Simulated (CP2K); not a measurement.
**TaN in CP2K: the effect of pseudo set**

The system is TaN.

```xyz
2
Lattice="2.9380 0.0000 0.0000 -1.4690 2.5444 0.0000 0.0000 0.0000 2.8830" Properties=species:S:1:pos:R:3 pbc="T T T"
Ta    0.0000    1.6963    1.4415
N     0.0000    0.0000    0.0000
```

Alike in all runs:

```yaml
Program: CP2K 2026.2
Task: single point
Functional: PBE
Density_cutoff: 6123 eV
k_mesh: 10 × 10 × 9
Occupations: fermi-dirac, width 0.05 eV
Spin: no spin polarisation
```

```csv
pseudo set,pressure (GPa)
PBE,0.8
PADE,-22.0
BLYP,0.6
SCAN,?
PBE0,1.0
```

Q: What does the run with pseudo set SCAN give?

A: Pressure -2.8 GPa.

Caveats: the basis of atomic orbitals isn't converged, which shifts pressures, moduli and gaps; the potentials were made for another functional, which shifts forces and pressure (some runs).
